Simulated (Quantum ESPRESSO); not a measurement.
The system is Ge.

```
Ge
1.0
     0.00000    2.82891    2.82891
     2.82891    0.00000    2.82891
     2.82891    2.82891    0.00000
Ge
2
Direct
  0.75000 0.75000 0.75000
  0.50000 0.50000 0.50000
```

```yaml
Program: Quantum ESPRESSO 7.5
Task: single point
Functional: PBEsol
Potentials_or_basis: GBRV 1.5 PBEsol
Cutoff: 612 eV
Density_cutoff: 4898 eV
k_mesh: 8 × 8 × 8
Occupations: fermi-dirac, width 0.05 eV
Spin: no spin polarisation
```

On this cell: pressure 0.4 GPa; largest force zero by symmetry; band gap on the k mesh none (metal or under the smearing width).

The same run follows on a disturbed copy (atoms moved at random, drawn with an rms of 0.05 Å):

```
Ge
1.0
     0.00000    2.82891    2.82891
     2.82891    0.00000    2.82891
     2.82891    2.82891    0.00000
Ge
2
Direct
  0.76097 0.73326 0.75334
  0.49345 0.48940 0.51015
```

Question: What changes?

Answer: The energy (extrapolated to zero smearing) moves by +9.5 meV/atom; pressure 0.5 GPa; largest force 0.687 eV/Å; band gap on the k mesh none (metal or under the smearing width).

Forces in eV/Å, atoms in the order of the input:
```
Ge   0.432 -0.368 -0.387
Ge  -0.432  0.368  0.387
```

Stress tensor (GPa, compression positive):
```
 0.53 -1.08 -1.02
-1.08  0.55  1.21
-1.02  1.21  0.54
```

Caveats: this crystal is a semiconductor, whose small gap the functional closes, so the metal is an error of the method (some runs).
